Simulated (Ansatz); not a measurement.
Write the native input for Ansatz 0.2.0 that does the following.

* Task: density of states
* Functional: PBE0
* Potentials or basis: Ansatz PAW
* Cutoff: 420 eV
* Density cutoff: 1680 eV
* k mesh: 7 × 7 × 7
* Occupations: fermi-dirac, width 0.05 eV
* Spin: spin-orbit coupling, no magnetisation

The system is Pb.

```
Pb
1.0
     0.00000    2.47502    2.47502
     2.47502    0.00000    2.47502
     2.47502    2.47502    0.00000
Pb
1
Cartesian
  0.0000 0.0000 0.0000
```

The input as run:

input.yaml

```yaml
crystal:
  lattice:
    - [0.0, 2.47502, 2.47502]
    - [2.47502, 0.0, 2.47502]
    - [2.47502, 2.47502, 0.0]
  atoms:
    - { symbol: Pb, position: [0.0, 0.0, 0.0] }
hamiltonian:
  xc: pbe0
  pseudopotentials: { kind: paw_fr }
kpoints:
  mp_grid: { grid: [7, 7, 7] }
scf:
  occupations: { method: fermi_dirac, width: 0.05 }
  n_extra_bands: 6
output:
  forces: true
  stress: true
  eigenvalues: true
  dos: { projected: false, de: 0.05 }
  write_density: true
  write_potential: true
  elf: true
  volumetric_format: npy
magnetization:
  noncollinear: true
  spin_orbit: true
accuracy: medium
```

Potentials or basis: Ansatz PAW.

Launch:

```sh
$ ansatz run input.yaml --threads 1 --pin off --max-ram 2560MiB --backend cpu --events-out ev --progress --plain --runs-dir out
```

Results of the run:

The pressure is 1.4 GPa. The band gap on the k mesh is none (metal or under the smearing width) and the density of states at the Fermi level is 0.41 states/eV per cell.

Caveat: the PAW data sets come from PBE, with cores solved anew for the run's functional, which leaves a small shift of forces and pressure; the thresholds are loose for stress.

It took 4.8 min on 1 thread of Arm Neoverse V1, with other jobs on the host, peak memory 1.6 GiB.
